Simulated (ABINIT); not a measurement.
# MgS (Niningerite) (Fm-3m) in ABINIT: equation of state

Aim: energy against volume of MgS (Niningerite) in PBEsol, for its equilibrium volume and stiffness.

Program: ABINIT 10.8.3 (patched build). These are calculated values, not measurements. Logs are shortened: lines on timing, memory, paths and dates and some standing lists are left out, and cuts for length are marked. The log counts tension as positive stress, the text compression.

### 1 The structure

The structure is cubic, space group Fm-3m (No. 225). The conventional cell has a = 5.203 Å, b = 5.203 Å, c = 5.203 Å, α = 90.00°, β = 90.00°, γ = 90.00°. S (site symmetry m-3m) has 6 Mg at 2.60 Å as nearest neighbours. Mg (site symmetry m-3m) is surrounded by 6 S at 2.60 Å.

### 2 Equation of state, PBEsol

File run.abi:

```
ndtset 7
getwfk -1
scalecart1 3*0.9795861087
scalecart2 3*0.9864848297
scalecart3 3*0.9932883884
scalecart4 3*1.0000000000
scalecart5 3*1.0066227096
scalecart6 3*1.0131594038
scalecart7 3*1.0196128224

pp_dirpath "./"
pseudos "S.upf, Mg.upf"

acell 3*1.0
rprim
     0.0000000000     4.9164059721     4.9164059721
     4.9164059721     0.0000000000     4.9164059721
     4.9164059721     4.9164059721     0.0000000000
ntypat 2
znucl 16 12
natom 2
typat 1 2
xred
     0.5000000000     0.5000000000     0.5000000000
     0.0000000000     0.0000000000     0.0000000000

ecut 42.0

kptopt 1
ngkpt 9 9 9
nshiftk 1
shiftk 0.0 0.0 0.0

ixc -116133

nband 12
occopt 3
tsmear 0.00183747

nstep 100
tolvrs 1.0e-10

iomode 3
prtwf 1
prtden 0
prteig 0
prtebands 0
enunit 1
```

Potentials or basis: PseudoDojo NC SR PBEsol v0.4.1 standard.

Command:

```
$ abinit run.abi > log 2>&1
```

run.abo:

```text
.Version 10.8.3 of ABINIT
 DATASET    1 : space group Fm -3 m (#225); Bravais cF (face-center cubic)
================================================================================
 Values of the parameters that define the memory need for DATASET  1.
     intxc =       0    ionmov =       0      iscf =       7    lmnmax =       6
     lnmax =       6     mgfft =      40  mpssoang =       3    mqgrid =    3001
     natom =       2  nloc_mem =       1    nspden =       1   nspinor =       1
    nsppol =       1      nsym =      48    n1xccc =    2501    ntypat =       2
    occopt =       3   xclevel =       2
       mpw =        2917          nfft =       64000          nkpt =          35
================================================================================
================================================================================
[... 61 lines left out ...]
 DATASET    7 : space group Fm -3 m (#225); Bravais cF (face-center cubic)
================================================================================
 Values of the parameters that define the memory need for DATASET  7.
     intxc =       0    ionmov =       0      iscf =       7    lmnmax =       6
     lnmax =       6     mgfft =      45  mpssoang =       3    mqgrid =    3001
     natom =       2  nloc_mem =       1    nspden =       1   nspinor =       1
    nsppol =       1      nsym =      48    n1xccc =    2501    ntypat =       2
    occopt =       3   xclevel =       2
       mpw =        3302          nfft =       91125          nkpt =          35
================================================================================
================================================================================

--------------------------------------------------------------------------------
------------- Echo of variables that govern the present computation ------------
--------------------------------------------------------------------------------
 -outvars: echo values of preprocessed input variables --------
            acell      1.0000000000E+00  1.0000000000E+00  1.0000000000E+00 Bohr
              amu      3.20660000E+01  2.43050000E+01
             ecut      4.20000000E+01 Hartree
           enunit           1
           getwfk          -1
              ixc     -116133
           jdtset        1    2    3    4    5    6    7
         kptrlatt        9    0    0      0    9    0      0    0    9
          kptrlen1     6.12982199E+01
          kptrlen2     6.17299117E+01
          kptrlen3     6.21556487E+01
          kptrlen4     6.25756320E+01
          kptrlen5     6.29900523E+01
          kptrlen6     6.33990900E+01
          kptrlen7     6.38029168E+01
            natom           2
            nband          12
           ndtset           7
            ngfft1         40      40      40
            ngfft2         45      45      45
            ngfft3         45      45      45
            ngfft4         45      45      45
            ngfft5         45      45      45
            ngfft6         45      45      45
            ngfft7         45      45      45
             nkpt          35
            nstep         100
             nsym          48
           ntypat           2
           occopt           3
           prtden           0
        prtebands           0
           prteig           0
            rprim1     0.0000000000E+00  4.8160429950E+00  4.8160429950E+00
                       4.8160429950E+00  0.0000000000E+00  4.8160429950E+00
                       4.8160429950E+00  4.8160429950E+00  0.0000000000E+00
            rprim2     0.0000000000E+00  4.8499599081E+00  4.8499599081E+00
                       4.8499599081E+00  0.0000000000E+00  4.8499599081E+00
                       4.8499599081E+00  4.8499599081E+00  0.0000000000E+00
            rprim3     0.0000000000E+00  4.8834089647E+00  4.8834089647E+00
                       4.8834089647E+00  0.0000000000E+00  4.8834089647E+00
                       4.8834089647E+00  4.8834089647E+00  0.0000000000E+00
            rprim4     0.0000000000E+00  4.9164059721E+00  4.9164059721E+00
                       4.9164059721E+00  0.0000000000E+00  4.9164059721E+00
                       4.9164059721E+00  4.9164059721E+00  0.0000000000E+00
            rprim5     0.0000000000E+00  4.9489659011E+00  4.9489659011E+00
                       4.9489659011E+00  0.0000000000E+00  4.9489659011E+00
                       4.9489659011E+00  4.9489659011E+00  0.0000000000E+00
            rprim6     0.0000000000E+00  4.9811029435E+00  4.9811029435E+00
                       4.9811029435E+00  0.0000000000E+00  4.9811029435E+00
                       4.9811029435E+00  4.9811029435E+00  0.0000000000E+00
            rprim7     0.0000000000E+00  5.0128305693E+00  5.0128305693E+00
                       5.0128305693E+00  0.0000000000E+00  5.0128305693E+00
                       5.0128305693E+00  5.0128305693E+00  0.0000000000E+00
          spgroup         225
           tolvrs      1.00000000E-10
           tsmear      1.83747000E-03 Hartree
            typat      1  2
           xangst1     2.5485401980E+00  2.5485401980E+00  2.5485401980E+00
                       0.0000000000E+00  0.0000000000E+00  0.0000000000E+00
           xangst2     2.5664882554E+00  2.5664882554E+00  2.5664882554E+00
                       0.0000000000E+00  0.0000000000E+00  0.0000000000E+00
           xangst3     2.5841887339E+00  2.5841887339E+00  2.5841887339E+00
                       0.0000000000E+00  0.0000000000E+00  0.0000000000E+00
           xangst4     2.6016499982E+00  2.6016499982E+00  2.6016499982E+00
                       0.0000000000E+00  0.0000000000E+00  0.0000000000E+00
           xangst5     2.6188799706E+00  2.6188799706E+00  2.6188799706E+00
                       0.0000000000E+00  0.0000000000E+00  0.0000000000E+00
           xangst6     2.6358861611E+00  2.6358861611E+00  2.6358861611E+00
                       0.0000000000E+00  0.0000000000E+00  0.0000000000E+00
           xangst7     2.6526756976E+00  2.6526756976E+00  2.6526756976E+00
                       0.0000000000E+00  0.0000000000E+00  0.0000000000E+00
            xcart1     4.8160429950E+00  4.8160429950E+00  4.8160429950E+00
                       0.0000000000E+00  0.0000000000E+00  0.0000000000E+00
            xcart2     4.8499599081E+00  4.8499599081E+00  4.8499599081E+00
                       0.0000000000E+00  0.0000000000E+00  0.0000000000E+00
            xcart3     4.8834089647E+00  4.8834089647E+00  4.8834089647E+00
                       0.0000000000E+00  0.0000000000E+00  0.0000000000E+00
            xcart4     4.9164059721E+00  4.9164059721E+00  4.9164059721E+00
                       0.0000000000E+00  0.0000000000E+00  0.0000000000E+00
            xcart5     4.9489659011E+00  4.9489659011E+00  4.9489659011E+00
                       0.0000000000E+00  0.0000000000E+00  0.0000000000E+00
            xcart6     4.9811029435E+00  4.9811029435E+00  4.9811029435E+00
                       0.0000000000E+00  0.0000000000E+00  0.0000000000E+00
            xcart7     5.0128305693E+00  5.0128305693E+00  5.0128305693E+00
                       0.0000000000E+00  0.0000000000E+00  0.0000000000E+00
             xred      5.0000000000E-01  5.0000000000E-01  5.0000000000E-01
                       0.0000000000E+00  0.0000000000E+00  0.0000000000E+00
            znucl       16.00000   12.00000

================================================================================

 chkinp: Checking input parameters for consistency, jdtset=   1.

 chkinp: Checking input parameters for consistency, jdtset=   2.
[... 29 lines left out ...]
 getcut: wavevector=  0.0000  0.0000  0.0000  ngfft=  40  40  40
         ecut(hartree)=     42.000   => boxcut(ratio)=   2.01310

--- Pseudopotential description ------------------------------------------------
- pspini: atom type   1  psp file is ./S.upf
12 -116133 2 -1 1146                          pspcod,pspxc,lmax,lloc,mmax
     nproj     2     2     2

- pspini: atom type   2  psp file is ./Mg.upf
12 -116133 1 -1 1510                          pspcod,pspxc,lmax,lloc,mmax
     nproj     2     2     0

   2.86410798E+02                                ecore*ucvol(ha*bohr**3)
--------------------------------------------------------------------------------

================================================================================

--- !BeginCycle
iteration_state: {dtset: 1, }
solver: {iscf: 7, nstep: 100, nline: 4, wfoptalg: 0, }
tolerances: {tolvrs: 1.00E-10, }
...
[... 977 lines left out ...]
-Cartesian components of stress tensor (GPa)         [Pressure= -4.7397E+00 GPa]
- sigma(1 1)=  4.73965565E+00  sigma(3 2)=  0.00000000E+00
- sigma(2 2)=  4.73965565E+00  sigma(3 1)=  0.00000000E+00
- sigma(3 3)=  4.73965565E+00  sigma(2 1)=  0.00000000E+00

== END DATASET(S) ==============================================================
================================================================================

 -outvars: echo values of variables after computation  --------
            acell      1.0000000000E+00  1.0000000000E+00  1.0000000000E+00 Bohr
           etotal1    -7.0430552018E+01
           etotal2    -7.0431095002E+01
           etotal3    -7.0431345117E+01
           etotal4    -7.0431328250E+01
           etotal5    -7.0431070584E+01
           etotal6    -7.0430595425E+01
           etotal7    -7.0429923896E+01
            fcart1    -0.0000000000E+00 -0.0000000000E+00 -0.0000000000E+00
                      -0.0000000000E+00 -0.0000000000E+00 -0.0000000000E+00
            fcart2    -0.0000000000E+00 -0.0000000000E+00 -0.0000000000E+00
                      -0.0000000000E+00 -0.0000000000E+00 -0.0000000000E+00
            fcart3    -0.0000000000E+00 -0.0000000000E+00 -0.0000000000E+00
                      -0.0000000000E+00 -0.0000000000E+00 -0.0000000000E+00
            fcart4    -0.0000000000E+00 -0.0000000000E+00 -0.0000000000E+00
                      -0.0000000000E+00 -0.0000000000E+00 -0.0000000000E+00
            fcart5    -0.0000000000E+00 -0.0000000000E+00 -0.0000000000E+00
                      -0.0000000000E+00 -0.0000000000E+00 -0.0000000000E+00
[... 38 lines left out ...]
                       0.0000000000E+00  0.0000000000E+00  0.0000000000E+00
           xangst1     2.5485401980E+00  2.5485401980E+00  2.5485401980E+00
                       0.0000000000E+00  0.0000000000E+00  0.0000000000E+00
           xangst2     2.5664882554E+00  2.5664882554E+00  2.5664882554E+00
                       0.0000000000E+00  0.0000000000E+00  0.0000000000E+00
           xangst3     2.5841887339E+00  2.5841887339E+00  2.5841887339E+00
                       0.0000000000E+00  0.0000000000E+00  0.0000000000E+00
           xangst4     2.6016499982E+00  2.6016499982E+00  2.6016499982E+00
                       0.0000000000E+00  0.0000000000E+00  0.0000000000E+00
           xangst5     2.6188799706E+00  2.6188799706E+00  2.6188799706E+00
                       0.0000000000E+00  0.0000000000E+00  0.0000000000E+00
           xangst6     2.6358861611E+00  2.6358861611E+00  2.6358861611E+00
                       0.0000000000E+00  0.0000000000E+00  0.0000000000E+00
           xangst7     2.6526756976E+00  2.6526756976E+00  2.6526756976E+00
                       0.0000000000E+00  0.0000000000E+00  0.0000000000E+00
             xred      5.0000000000E-01  5.0000000000E-01  5.0000000000E-01
                       0.0000000000E+00  0.0000000000E+00  0.0000000000E+00
 Calculation completed.
```

Wall time 3.6 min (1 thread of Intel Xeon Platinum 8488C (Sapphire Rapids), shared host); peak memory 0.13 GiB.

What came out:

```yaml
Equilibrium_volume: 17.41 Å³/atom
Bulk_modulus: 78 GPa
Pressure_derivative_of_the_bulk_modulus: 4.0
```

Energy against volume, from the lowest point:
```
volume (Å³/atom)  energy (meV/atom)
          16.553              10.79
          16.905               3.40
          17.257               0.00
          17.609               0.23
          17.962               3.74
          18.314              10.20
          18.666              19.34
```

Caveat: pressures at fixed basis lie under the slope of the energies.
